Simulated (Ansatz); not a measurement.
# CuO (Tenorite) (Cc) in Ansatz: notebook

One crystal, CuO (Tenorite), is run at these levels: LDA, r2SCAN; tasks: elastic constants, band structure.

Everything below comes from runs of Ansatz 0.2.0. Logs are shortened: lines on timing, memory, paths and dates and some standing lists are left out, and cuts for length are marked.

## 1. Starting point

The structure is monoclinic, space group Cc (No. 9). The conventional cell has a = 4.689 Å, b = 3.427 Å, c = 5.132 Å, α = 90.00°, β = 99.65°, γ = 90.00°. Cu (site symmetry 1) has 4 O at 1.91 to 2.02 Å as nearest neighbours. O (site symmetry 1) is surrounded by 4 Cu at 1.91 to 2.02 Å.

## 2. Elastic constants, LDA

Contents of input.yaml:

```yaml
crystal:
  lattice:
    - [2.34465, -1.7134, 0.0]
    - [2.34465, 1.7134, 0.0]
    - [-0.8605543552, 0.0, 5.0594363927]
  atoms:
    - { symbol: Cu, position: [0.4968, 0.0032, 0.5] }
    - { symbol: Cu, position: [0.0032, 0.4968, 0.0] }
    - { symbol: O, position: [0.4056, 0.5714, 0.7537] }
    - { symbol: O, position: [0.5714, 0.4056, 0.2537] }
hamiltonian:
  xc: lda
  pseudopotentials: { kind: paw }
kpoints:
  mp_grid: { grid: [8, 8, 5] }
scf:
  occupations: { method: fermi_dirac, width: 0.05 }
output:
  forces: true
  stress: true
elastic:
  mode: relaxed_ion
  stencil: two_point
```

Potentials or basis: Ansatz PAW.

On the command line:

```sh
$ ansatz run input.yaml --threads 2 --pin off --max-ram 5632MiB --backend cpu --events-out ev --progress --plain --runs-dir out
```

Log:

```text
Warning: RAYON_NUM_THREADS=2 ignored (pool sized by the plan → 2); use --threads N
Engine: ansatz 0.2.0, aarch64-unknown-linux-gnu
Pseudopotentials: kind: paw
Pseudopotential: Cu, paw, valence charge 19, recommended cutoff 420 eV (normal), Cu.paw.azcp
Pseudopotential: O, paw, valence charge 6, recommended cutoff 420 eV (normal), O.paw.azcp
Functional definition: SPW92
  exchange = slater_x
  correlation = pw_c
Crystal: 4 atoms, lattice volume = 40.651 Å³
Basis set: ecut = 420 eV, 789 PW (Γ)
Bands: 30, of which v1, the nominal top of the filled ones, is band 25 counted from 1 (24 counted from 0)
Symmetry: 2 space group operations
Space group: Cc (ITA 9), of the structure as read, at distance tolerance 3.4e-5 Å
k-points: 93 of 320 (time reversal used)
Non-local potential: Cu, projectors of the file, l = 0: 3, l = 1: 2, l = 2: 3, l = 3: 1
Non-local potential: O, projectors of the file, l = 0: 2, l = 1: 2, l = 2: 1
PAW form: soft (Blöchl's): semilocal exchange-correlation on the pseudo side does not see the compensation charge
PAW frozen core: Cu, regenerated for the run's functional, and the local potential with it (the file was generated under x = pbe(κ = 0.804, μ = 0.2195149727645171), c = pbe(β = 0.06672455060314922))
PAW frozen core: O, regenerated for the run's functional, and the local potential with it (the file was generated under x = pbe(κ = 0.804, μ = 0.2195149727645171), c = pbe(β = 0.06672455060314922))
PAW one-centre angular grid: Cu, 590 points (default); XC on 64 Gauss nodes
PAW one-centre angular grid: O, 110 points (default); XC on 64 Gauss nodes
Initial density: superposition of atomic densities (neutral atoms: chi_scale 0, normalization atom), corrected by the library's trained network
Initial wavefunctions: pseudopotential atomic-orbital guess
Functional: x = slater, c = lda
SCF iter   1: F=—  HF=-14219.136966 eV  |F-HF|=—  |Δ(HF+E_count)|=         —  Δρ=2.32e-2  dr2=1.41e-1  ethr=1.77e-3  ⟨swp⟩=5.8  Hψ=9802  notcnv=0
preconditioner: auto → Kerker (q_TF=auto, 2.824 Å⁻¹)  [metal: Δε(μ)=0.050 eV  Ē_g=11.036 eV  σ=0.050 eV  W_gap=0.24  n_scr=20 (ndim 8)  ℏωp=34.0 eV  f_vac=0.000  D(μ)=1.93/eV (n_scr^D=20)]
SCF iter   2: F=—  HF=-14219.098539 eV  |F-HF|=—  |Δ(HF+E_count)|=   3.84e-2  Δρ=8.84e-3  dr2=3.02e-2  ethr=2.82e-4  ⟨swp⟩=2.1  Hψ=5065  notcnv=0
SCF iter   3: F=—  HF=-14219.091852 eV  |F-HF|=—  |Δ(HF+E_count)|=   6.69e-3  Δρ=3.66e-3  dr2=4.52e-3  ethr=6.04e-5  ⟨swp⟩=2.7  Hψ=4441  notcnv=0
SCF iter   4: F=—  HF=-14219.090580 eV  |F-HF|=—  |Δ(HF+E_count)|=   1.27e-3  Δρ=1.05e-3  dr2=3.11e-4  ethr=9.04e-6  ⟨swp⟩=2.6  Hψ=4227  notcnv=0
SCF iter   5: F=—  HF=-14219.090512 eV  |F-HF|=—  |Δ(HF+E_count)|=   6.72e-5  Δρ=2.36e-4  dr2=2.42e-5  ethr=6.23e-7  ⟨swp⟩=2.1  Hψ=4377  notcnv=0
SCF iter   6: F=—  HF=-14219.090510 eV  |F-HF|=—  |Δ(HF+E_count)|=   2.91e-6  Δρ=4.94e-5  dr2=8.00e-7  ethr=4.83e-8  ⟨swp⟩=2.6  Hψ=4302  notcnv=0
SCF iter   7: F=—  HF=-14219.090508 eV  |F-HF|=—  |Δ(HF+E_count)|=   2.04e-6  Δρ=2.68e-5  dr2=2.93e-7  ethr=1.60e-9  ⟨swp⟩=2.0  Hψ=4925  notcnv=0
SCF iter   8: F=—  HF=-14219.090507 eV  |F-HF|=—  |Δ(HF+E_count)|=   7.08e-8  Δρ=6.72e-6  dr2=1.67e-8  ethr=5.86e-10  ⟨swp⟩=2.0  Hψ=4187  notcnv=0
SCF iter   9: F=—  HF=-14219.090507 eV  |F-HF|=—  |Δ(HF+E_count)|=   1.66e-9  Δρ=2.25e-6  dr2=1.55e-9  ethr=3.35e-11  ⟨swp⟩=2.7  Hψ=5043  notcnv=0
SCF iter  10: F=—  HF=-14219.090507 eV  |F-HF|=—  |Δ(HF+E_count)|=  1.64e-11  Δρ=6.21e-7  dr2=1.07e-10  ethr=3.10e-12  ⟨swp⟩=2.4  Hψ=4311  notcnv=0
SCF iter  11: F=—  HF=-14219.090507 eV  |F-HF|=—  |Δ(HF+E_count)|=  1.46e-11  Δρ=1.51e-7  dr2=7.87e-12  ethr=2.14e-13 (applied; sched 1.00e-12)  ⟨swp⟩=2.1  Hψ=4388  notcnv=0
SCF iter  12: F=—  HF=-14219.090507 eV  |F-HF|=—  |Δ(HF+E_count)|=    0.00e0  Δρ=5.91e-8  dr2=1.02e-12  ethr=1.57e-14 (applied; sched 1.00e-12)  ⟨swp⟩=2.0  Hψ=5111  notcnv=0
SCF iter  13: F=—  HF=-14219.090507 eV  |F-HF|=—  |Δ(HF+E_count)|=    0.00e0  Δρ=1.58e-8  dr2=8.94e-14  ethr=1.00e-12  ⟨swp⟩=3.0  Hψ=10852  notcnv=0
SCF iter  14: F=-14219.090507 eV  HF=-14219.090507 eV  |F-HF|=1.82e-12  |Δ(HF+E_count)|=  3.64e-12  Δρ=4.64e-9  dr2=8.14e-15  ethr=1.00e-12  ⟨swp⟩=3.8  Hψ=8208  notcnv=0
SCF 1 converged in 14 iterations: F = -14219.090507 eV  dr2 = 8.14e-15
relax step   1: F+E_penalty+E_count = -14219.09050743 eV  Δ(F+E_penalty+E_count) = +0.000e0 eV  max|allowed force component| = 5.593e-1 eV/Å  Δτ_max = 0.0000 Å  (14 SCF iters, accepted)
Initial density: handed on by an earlier stage of this run
Initial wavefunctions: pseudopotential atomic-orbital guess (no wavefunctions were taken with the density)
SCF iter   1: F=—  HF=-14220.302385 eV  |F-HF|=—  |Δ(HF+E_count)|=         —  Δρ=1.04e-1  dr2=2.23e0  ethr=3.10e-3  ⟨swp⟩=5.2  Hψ=9609  notcnv=0
preconditioner: auto → Kerker (q_TF=auto, 2.824 Å⁻¹)  [metal: Δε(μ)=0.021 eV  Ē_g=11.133 eV  σ=0.050 eV  W_gap=0.10  n_scr=20 (ndim 8)  ℏωp=34.0 eV  f_vac=0.000  D(μ)=2.32/eV (n_scr^D=26)]
[... 974 lines left out ...]
  atom   1  Cu     0.00000010    -0.00000197    -0.00000247
  atom   2  Cu     0.00000010     0.00000197    -0.00000247
  atom   3  O      0.00000090    -0.00004882     0.00000276
  atom   4  O      0.00000090     0.00004882     0.00000276
  max |Σ_I F_I| component: 1.98e-6 eV/Å
--- Stress (GPa, compression-positive) ---
      -10.063143       0.000000       3.225463
        0.000000      -2.632644       0.000000
        3.225463       0.000000      -8.904698
  P = ⅓ Tr σ = -7.2002 GPa (-72.002 kbar)
--- Band table (eV; the first three rows and the last of 93) ---
  k-point 0: bands = ["-100.0325", "-100.0318", "-58.0410", "-58.0372", "-57.9334", "-57.9273", "-57.5728", "-57.5720", "-8.0236", "-6.5685", "3.3737", "6.0241", "6.4711", "8.3009", "8.4858", "8.5184", "8.5677", "8.7411", "9.1604", "9.1797", "9.3136", "9.4572", "9.5558", "10.0781", "11.9903", "12.7418", "13.5698", "17.8132", "19.7201", "25.3822"]
  k-point 1: bands = ["-100.0324", "-100.0319", "-58.0406", "-58.0376", "-57.9328", "-57.9279", "-57.5727", "-57.5720", "-7.9082", "-6.7392", "3.7770", "6.0966", "6.4794", "7.8014", "8.0545", "8.1213", "8.6102", "8.8017", "9.2464", "9.2775", "9.4321", "9.6388", "9.8209", "9.9625", "11.9561", "12.5699", "14.0680", "17.2130", "20.6265", "25.4058"]
  k-point 2: bands = ["-100.0322", "-100.0320", "-58.0396", "-58.0385", "-57.9313", "-57.9294", "-57.5725", "-57.5723", "-7.5877", "-7.1460", "4.8565", "6.2807", "6.2921", "6.4814", "7.7526", "7.7994", "8.7285", "8.8318", "9.3109", "9.3947", "9.4257", "9.6641", "10.0949", "10.2210", "11.8983", "12.1704", "15.1208", "16.2158", "22.4225", "24.4856"]
  k-point 92: bands = ["-100.0308", "-100.0307", "-58.0481", "-58.0469", "-57.9351", "-57.9334", "-57.5816", "-57.5807", "-6.5488", "-6.4263", "4.8088", "5.3976", "6.0354", "6.1503", "6.2770", "6.8104", "8.8606", "9.1552", "9.4577", "9.4776", "9.9914", "9.9974", "10.3927", "10.4865", "11.0199", "11.7060", "16.0835", "17.3648", "20.2461", "20.9484"]
--- Elastic constants: 6 strain directions × 2 members + reference (group order 2) ---
  dense FFT box of the reference and of every strained cell: 20×20×36
  strains applied: 11, 22, 33, 23, 13, 12; error gains: componentwise 1.00 (the most a stress slope's error grows in a printed constant), spectral 1.00 (1 for all six strains in a standard setting)
  reference relaxed by the batch: 6 steps; max|allowed force component| 5.59e-1 eV/Å at the deck's positions, 4.88e-5 at the last accepted step, 4.88e-5 by the solve of record
  largest displacement 1.0e-1 Å; the constants are those of the deck's cell at these positions:
  atoms:
    - { symbol: Cu, position: [0.49424991684932396, -0.005749945854498784, 0.5018500179168878] }
    - { symbol: Cu, position: [-0.0057499458544987, 0.494249916849324, 0.0018500179168878734] }
    - { symbol: O, position: [0.44061829586153534, 0.5478817331436395, 0.751849982083112] }
    - { symbol: O, position: [0.5478817331436396, 0.4406182958615355, 0.25184998208311216] }
  C = ∂σ_k/∂η_j (tension-positive GPa; Voigt order 11 22 33 23 13 12):
       221.546    115.539    125.031      0.000    -14.647      0.000
       123.065    101.930     93.002      0.000    -14.874      0.000
       126.172     86.926    278.926      0.000    -44.783      0.000
         0.000      0.000      0.000     19.336      0.000     -1.100
       -11.403    -11.532    -41.638      0.000     36.255      0.000
         0.000      0.000      0.000     -1.241      0.000     45.645
  reference stress σ⁰ (GPa):     10.063      2.633      8.905     -0.000     -3.225     -0.000
  C* (energy form; C + prestress term) asymmetry max|C*_kj − C*_jk| = 1.965e-1 GPa — a small one proves nothing (zero by symmetry where the batch's group is 432, −43m or m−3m); a large one is finite-difference/SCF noise where every solve meets its electron count
  moduli (Voigt/Reuss/Hill, GPa): K = 141.35/89.40/115.38   G = 38.08/25.63/31.85   E = 87.51   ν = 0.374
  mechanically stable: yes (min eigenvalue of sym C = 19.28 GPa)
  strain η (Voigt 11):  stress-route row diagonal C_11 = 221.55 GPa, energy-path curvature d²(F+E_count+ΔE)/dδ²/Ω₀ = 221.27 GPa
         δ    σ_11 (GPa)             F (eV)   n_scf  n_hpsi   n_pw
    -2.000e-3       9.6179      -14219.1857371       6   31884    806   relax 4 steps, max|allowed force component| 7.12e-6 eV/Å
     2.000e-3      10.5041      -14219.1754580       6   31774    808   relax 3 steps, max|allowed force component| 3.16e-5 eV/Å
  strain η (Voigt 22):  stress-route row diagonal C_22 = 101.93 GPa, energy-path curvature d²(F+E_count+ΔE)/dδ²/Ω₀ = 101.11 GPa
         δ    σ_22 (GPa)             F (eV)   n_scf  n_hpsi   n_pw
    -2.000e-3       2.4273      -14219.1820052       6   31951    806   relax 5 steps, max|allowed force component| 4.36e-5 eV/Å
     2.000e-3       2.8351      -14219.1792933       6   31993    806   relax 2 steps, max|allowed force component| 3.36e-5 eV/Å
  strain η (Voigt 33):  stress-route row diagonal C_33 = 278.93 GPa, energy-path curvature d²(F+E_count+ΔE)/dδ²/Ω₀ = 278.74 GPa
         δ    σ_33 (GPa)             F (eV)   n_scf  n_hpsi   n_pw
    -2.000e-3       8.3444      -14219.1850919       6   31934    806   relax 4 steps, max|allowed force component| 1.96e-5 eV/Å
     2.000e-3       9.4601      -14219.1760159       6   31866    810   relax 4 steps, max|allowed force component| 1.53e-6 eV/Å
  strain η (Voigt 23):  stress-route row diagonal C_44 = 19.34 GPa, energy-path curvature d²(F+E_count+ΔE)/dδ²/Ω₀ = 16.48 GPa
         δ    σ_23 (GPa)             F (eV)   n_scf  n_hpsi   n_pw
    -2.000e-3      -0.0387      -14219.1806576       6   55645    806   relax 5 steps, max|allowed force component| 3.19e-6 eV/Å
     2.000e-3       0.0387      -14219.1806576       6   55778    806   relax 4 steps, max|allowed force component| 4.93e-6 eV/Å
  strain η (Voigt 13):  stress-route row diagonal C_55 = 36.26 GPa, energy-path curvature d²(F+E_count+ΔE)/dδ²/Ω₀ = 31.34 GPa
         δ    σ_13 (GPa)             F (eV)   n_scf  n_hpsi   n_pw
    -2.000e-3      -3.2982      -14219.1790662       6   31884    806   relax 4 steps, max|allowed force component| 1.42e-5 eV/Å
     2.000e-3      -3.1532      -14219.1822983       6   31822    806   relax 4 steps, max|allowed force component| 1.06e-6 eV/Å
  strain η (Voigt 12):  stress-route row diagonal C_66 = 45.65 GPa, energy-path curvature d²(F+E_count+ΔE)/dδ²/Ω₀ = 41.90 GPa
         δ    σ_12 (GPa)             F (eV)   n_scf  n_hpsi   n_pw
    -2.000e-3      -0.0913      -14219.1806652       6   55656    806   relax 4 steps, max|allowed force component| 1.95e-5 eV/Å
     2.000e-3       0.0913      -14219.1806652       6   55700    806   relax 3 steps, max|allowed force component| 2.95e-5 eV/Å
```

Run time: 7.3 min. Hardware: 2 threads of Arm Neoverse V1, shared host; peak memory 0.45 GiB.

Results:

```yaml
Free_energy: -14219.1807 eV
Pressure: -7.2 GPa
Band_gap_on_the_k_mesh: none (metal or under the smearing width)
Voigt_bulk_modulus: 141 GPa
```

Stress tensor (GPa, compression positive):
```
-10.06   0.00   3.23
  0.00  -2.63   0.00
  3.23   0.00  -8.90
```

Elastic tensor in Voigt notation (GPa, in the Cartesian axes of the cell as first typed):
```
222 116 125   0 -15   0
123 102  93   0 -15   0
126  87 279   0 -45   0
  0   0   0  19   0  -1
-11 -12 -42   0  36   0
  0   0   0  -1   0  46
```

Caveat: the cell is more than 3 GPa from zero pressure, which shifts response properties; elastic constants of metals need much finer meshes, so these are rough; the pressure holds a Pulay correction of +0.9 GPa for the finite cutoff; the run has no spin polarisation, though such a crystal can be magnetic; semilocal functionals often make such compounds metallic where correlation or magnetic order opens a gap, which also shifts bond lengths; the PAW data sets come from PBE, with cores solved anew for the run's functional, which leaves a small shift of forces and pressure. With open d or f shells a metallic result of LDA can be an artefact of self-interaction; +U or a hybrid may open a gap.

(Part 1 of 2 ends here.)
